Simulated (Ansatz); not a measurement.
System: tetradymite Sb₂Te₃. Method: r²SCAN (Ansatz, a quantum-chemistry and plane-wave program, plane waves, PAW).

Task: What does this level give for the interlayer binding energy, layer repeat distance and gap between the layers?

Result: 
- interlayer binding energy = 6.1 meV/Å²
- layer repeat distance = 10.604 Å
- gap between the layers = 3.247 Å

Note: the cell comes from a level without a dispersion term, which matters for the spacing of layers, chains or molecules.

Spin–orbit coupling is not included.

Computed values are for the static lattice.

Cost on a shared machine: roughly 10 core-minutes.
